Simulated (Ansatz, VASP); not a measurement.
# PbS (Galena) in two plane-wave programs, part 2 of 2

One calculation is typed for both programs; each brings its own data sets and cutoff. How far apart do they land? The cell is taken from a series of VASP runs on this material, whose earlier steps may have relaxed, scaled or displaced it; both programs get it as it stands.

VASP 6.6.1 and Ansatz 0.2.0.

So far. Step 4 (Comparison): Among the levels compared at these points, filled levels agree within 8 meV and empty ones within 16 meV. Ansatz's pressure holds a Pulay correction of 0.02 GPa; VASP's holds none.

## (6) VASP: single point, PBE, volume scaled by 0.96

Level of this step: PBE; plane waves and PAW (Pb_d, S) (VASP).

With cell and atoms fixed, the geometry can't cause a difference; cores, projectors, grids and the points listed under the comparison can. The cell compared in this pair holds 51.95 Å³, against 54.12 Å³ for the pair before.

Contents of INCAR:

```
SYSTEM = PbS
PREC = Accurate
ENCUT = 400
EDIFF = 1E-06
NELM = 100
ISMEAR = 0
SIGMA = 0.05
LREAL = .FALSE.
ALGO = Normal
GGA = PE
NBANDS = 16
LORBIT = 11
LWAVE = .FALSE.
LCHARG = .FALSE.
KPAR = 2
ISIF = 2
```

Contents of POSCAR:

```
PbS
1.0
    0.0000000000      2.9615559124      2.9615559124
    2.9615559124      0.0000000000      2.9615559124
    2.9615559124      2.9615559124      0.0000000000
Pb S
1 1
Direct
    0.0000000000      0.0000000000      0.0000000000
    0.5000000000      0.5000000000      0.5000000000
```

Contents of KPOINTS:

```
Automatic mesh
0
Gamma
6 6 6
0 0 0
```

PAW data sets: Pb_d and S (PBE family, release 64).

Command:

```console
$ mpirun -np 2 vasp_std
```

Numbers of over 12 decimals in the logs are rounded to 6 here.

The log of the run:

```text
[... set-up lines as in an earlier step ...]
 entering main loop
       N       E                     dE             d eps       ncg     rms          rms(c)
DAV:   1     0.143873335301E+03    0.14387E+03   -0.85730E+03   528   0.107E+03
DAV:   2     0.897662012685E+00   -0.14298E+03   -0.13879E+03   536   0.301E+02
DAV:   3    -0.901845082192E+01   -0.99161E+01   -0.98230E+01   696   0.851E+01
DAV:   4    -0.922369748989E+01   -0.20525E+00   -0.20518E+00   672   0.146E+01
[...]
DAV:  10    -0.875415575983E+01   -0.19313E-03   -0.36096E-04   624   0.125E-01    0.501E-02
DAV:  11    -0.875416255874E+01   -0.67989E-05   -0.45914E-05   744   0.814E-02    0.143E-02
DAV:  12    -0.875416334470E+01   -0.78595E-06   -0.33874E-06   648   0.209E-02
   1 F= -.87541633E+01 E0= -.87541633E+01  d E =-.534522E-08
```

Parts of OUTCAR (step 6):

```text
  Total        0.7749373      0.7749373      0.7749373      0.0000000      0.0000000      0.0000000
  in kB       23.8994197     23.8994197     23.8994197      0.0000000      0.0000000      0.0000000
  external PRESSURE =      23.8994197 kB  Pullay stress =       0.0000000 kB

 POSITION                                       TOTAL-FORCE (eV/Angst)
 -----------------------------------------------------------------------------------
      0.00000      0.00000      0.00000        -0.000000     -0.000000     -0.000000
      2.96156      2.96156      2.96156         0.000000      0.000000      0.000000
 -----------------------------------------------------------------------------------
    total drift:                                0.000000      0.000000      0.000000

  FREE ENERGIE OF THE ION-ELECTRON SYSTEM (eV)
  ---------------------------------------------------
  free  energy   TOTEN  =        -8.7541633447 eV

  energy  without entropy=       -8.7541633394  energy(sigma->0) =       -8.75416334

[... 3 further parts left out ...]
[key lines of the parts left out:]
E-fermi :   6.0569
```

The scan keeps the cell's shape and the fractional positions fixed.

## (7) Ansatz: single point, PBE, volume scaled by 0.96

The same cell, functional, mesh and smearing now go to Ansatz, which takes its cutoff from its data sets.

The cell is a member of a volume series, scaled by 0.96 from a relaxed one, so a pressure remains.

Contents of input.yaml:

```yaml
crystal:
  lattice:
    - [0.0, 2.9615559124, 2.9615559124]
    - [2.9615559124, 0.0, 2.9615559124]
    - [2.9615559124, 2.9615559124, 0.0]
  atoms:
    - { symbol: Pb, position: [0.0, 0.0, 0.0] }
    - { symbol: S, position: [0.5, 0.5, 0.5] }
hamiltonian:
  xc: pbe
  pseudopotentials: { kind: paw }
kpoints:
  mp_grid: { grid: [6, 6, 6] }
scf:
  occupations: { method: gaussian, width: 0.05 }
  n_extra_bands: 4
output:
  forces: true
  stress: true
  eigenvalues: true
```

Command:

```console
$ ansatz run input.yaml --threads 2 --pin off --max-ram 4608MiB --backend cpu --events-out ev --progress --plain --runs-dir out
```

The log of the run:

```text
[...]
Crystal: 2 atoms, lattice volume = 51.951 Å³
Basis set: ecut = 420 eV, 965 PW (Γ), exchange–correlation on 60×60×60 points (8 copies of the dense FFT grid, shifted against one another)
Bands: 14, of which v1, the nominal top of the filled ones, is band 10 counted from 1 (9 counted from 0)
Symmetry: 48 space group operations
[...]
k-points: 16 of 216
[...]
P = ⅓ Tr σ = 2.4737 GPa (24.737 kbar)
--- Band table (eV; the first three rows and the last of 16) ---
  k-point 0: bands = [... 6 lower, 2.4977, 6.3180, 6.3180, 6.3180, 13.7454, 13.7454, 13.7454, 15.2046]
  k-point 1: bands = [... 6 lower, 1.7354, 6.3924, 6.3924, 6.8807, 11.9330, 12.5334, 12.5334, 15.1750]
  k-point 2: bands = [... 6 lower, 0.3777, 6.5842, 6.5842, 7.7814, 9.9864, 11.0652, 11.0652, 15.8747]
  k-point 15: bands = [... 6 lower, 0.7230, 3.6477, 4.5114, 6.6962, 11.6826, 12.7590, 13.6206, 15.3978]
[key lines of the parts left out:]
SCF converged after 6 iterations
Free energy (F): -12809.555970 eV
Fermi energy:    8.697409 eV
```

Elapsed: 1.1 s, on 2 threads of Arm Neoverse N1, shared host; peak memory 0.29 GiB; 1.8 s of CPU time.

The run ends at a pressure of 2.47 GPa.

## (8) Side by side

Both answers:

```
              quantity  Ansatz   VASP  difference
        pressure (GPa)    2.47   2.39       +0.08
gap on the k mesh (eV)   0.342  0.349      -0.007
```

A gap on the mesh is an upper bound, since the band edges may lie between its points; neither run holds spin-orbit coupling, which can move the band edges of a compound of Pb.

## (9) Ansatz: single point, PBE, volume scaled by 1.02

With cell and atoms fixed, the geometry can't cause a difference; cores, projectors, grids and the points listed under the comparison can. The cell compared in this pair holds 55.20 Å³, against 51.95 Å³ for the pair before.

The cell is a member of a volume series, scaled by 1.02 from a relaxed one, so a pressure remains.

input.yaml, the sections that differ from step 7:

```yaml
crystal:
  lattice:
    - [0.0, 3.0220124499, 3.0220124499]
    - [3.0220124499, 0.0, 3.0220124499]
    - [3.0220124499, 3.0220124499, 0.0]
  atoms:
    - { symbol: Pb, position: [0.0, 0.0, 0.0] }
    - { symbol: S, position: [0.5, 0.5, 0.5] }
# hamiltonian, kpoints, scf, output: as in step 7
```

The log of the run:

```text
[...]
Crystal: 2 atoms, lattice volume = 55.197 Å³
Basis set: ecut = 420 eV, 1067 PW (Γ), exchange–correlation on 60×60×60 points (8 copies of the dense FFT grid, shifted against one another)
Bands: 14, of which v1, the nominal top of the filled ones, is band 10 counted from 1 (9 counted from 0)
Symmetry: 48 space group operations
[...]
k-points: 16 of 216
[...]
--- Band table (eV; the first three rows and the last of 16) ---
  k-point 0: bands = [... 6 lower, 1.4583, 5.6825, 5.6825, 5.6825, 12.6322, 12.6322, 12.6322, 14.4262]
  k-point 1: bands = [... 6 lower, 0.8404, 5.7485, 5.7485, 6.1237, 10.9713, 11.5652, 11.5652, 14.3365]
  k-point 2: bands = [... 6 lower, -0.3180, 5.9190, 5.9190, 6.9001, 9.1045, 10.2129, 10.2129, 14.9767]
  k-point 15: bands = [... 6 lower, -0.0202, 3.2025, 4.0068, 5.9707, 10.7065, 11.9137, 12.5742, 14.3344]
[key lines of the parts left out:]
SCF converged after 6 iterations
Free energy (F): -12809.569985 eV
Fermi energy:    7.810229 eV
P = ⅓ Tr σ = -0.9113 GPa (-9.113 kbar)
```

The job ended after 1.2 s (2 threads; peak memory 0.29 GiB; 1.9 s of CPU time).

The run ends at a pressure of -0.91 GPa.

## (10) VASP: single point, PBE, volume scaled by 1.02

The same cell, functional, mesh and smearing now go to VASP, with its own data sets and cutoff.

INCAR is that of step 6.

Contents of POSCAR:

```
PbS
1.0
    0.0000000000      3.0220124499      3.0220124499
    3.0220124499      0.0000000000      3.0220124499
    3.0220124499      3.0220124499      0.0000000000
Pb S
1 1
Direct
    0.0000000000      0.0000000000      0.0000000000
    0.5000000000      0.5000000000      0.5000000000
```

KPOINTS is that of step 6.

Command:

```console
$ mpirun -np 2 vasp_std
```

The log of the run:

```text
[... set-up lines as in an earlier step ...]
 entering main loop
       N       E                     dE             d eps       ncg     rms          rms(c)
DAV:   1     0.141152266776E+03    0.14115E+03   -0.83905E+03   512   0.105E+03
DAV:   2     0.671889887878E+00   -0.14048E+03   -0.13695E+03   560   0.299E+02
DAV:   3    -0.908861821781E+01   -0.97605E+01   -0.97233E+01   664   0.831E+01
DAV:   4    -0.929369939940E+01   -0.20508E+00   -0.20501E+00   648   0.149E+01
[...]
DAV:  11    -0.876826476615E+01    0.18183E-06   -0.52825E-05   728   0.877E-02    0.130E-02
DAV:  12    -0.876826607629E+01   -0.13101E-05   -0.36518E-06   680   0.190E-02    0.470E-03
DAV:  13    -0.876826603026E+01    0.46031E-07   -0.20436E-07   448   0.477E-03
   1 F= -.87682660E+01 E0= -.87682660E+01  d E =-.212746E-15
```

OUTCAR, selected parts (step 10):

```text
  Total       -0.3342473     -0.3342473     -0.3342473     -0.0000000      0.0000000      0.0000000
  in kB       -9.7019647     -9.7019647     -9.7019647     -0.0000000      0.0000000      0.0000000
  external PRESSURE =      -9.7019647 kB  Pullay stress =       0.0000000 kB

 POSITION                                       TOTAL-FORCE (eV/Angst)
 -----------------------------------------------------------------------------------
      0.00000      0.00000      0.00000         0.000000     -0.000000     -0.000000
      3.02201      3.02201      3.02201        -0.000000      0.000000      0.000000
 -----------------------------------------------------------------------------------
    total drift:                                0.000000      0.000000      0.000000

  FREE ENERGIE OF THE ION-ELECTRON SYSTEM (eV)
  ---------------------------------------------------
  free  energy   TOTEN  =        -8.7682660303 eV

  energy  without entropy=       -8.7682660303  energy(sigma->0) =       -8.76826603

[... 1 part as in an earlier step ...]

[... 2 further parts left out ...]
[key lines of the parts left out:]
E-fermi :   5.3341
```

The run ends at a pressure of -0.97 GPa.

## (11) Side by side

Both answers:

```
              quantity  Ansatz   VASP  difference
        pressure (GPa)   -0.91  -0.97       +0.06
gap on the k mesh (eV)   0.549  0.555      -0.006
```

A gap on the mesh is an upper bound, since the band edges may lie between its points; neither run holds spin-orbit coupling, which can move the band edges of a compound of Pb. Ansatz's pressure holds a Pulay correction of 0.01 GPa; VASP's holds none.

## (12) What the set-up changes

Further runs change the set-up of one program: Ansatz's method, potentials or start, or VASP's data sets, cutoff or form of LDA. The table gives Ansatz less VASP for each quantity, since a change that brings one quantity closer may part another.

```
                              run  pressure (GPa)  gap on the k mesh (eV)
                         as above           0.059                 -0.0058
Ansatz's all-electron LAPW method           0.066                 -0.0070
```

## (13) Summary of results

| Property | Result |
| --- | --- |
| difference in gap over the path points (band structure, PBE) | -0.0062 eV |
| difference in gap on the k mesh (single point, PBE, volume scaled by 0.96) | -0.0066 eV |
| difference in gap on the k mesh (single point, PBE, volume scaled by 1.02) | -0.0058 eV |

The difference in gap on the k mesh is -0.0066 eV (single point, PBE, volume scaled by 0.96), within the 0.08 eV picked in this series as the mark of a large difference. For band structure, PBE, no further run moves any of the tabulated differences by more than a quarter of its size. For single point, PBE, volume scaled by 1.02, no further run moves any of the tabulated differences by more than a quarter of its size. 1 further run of this series is not shown here. How closely two codes agree says nothing of how well the functional describes the real material.

[Lines on the potential files, build, host, timing and source positions are cut from VASP's logs without a mark.]

[Logs are printed without paths, hosts, clocks, repeated set-up lines and the standing remarks that a program may print on its own settings, such as how far it seeks lower states.]

[Hosts, paths, dates, database ids (printed as entryN), source tags and the programs' standing remarks are cut or masked in the printed files.]
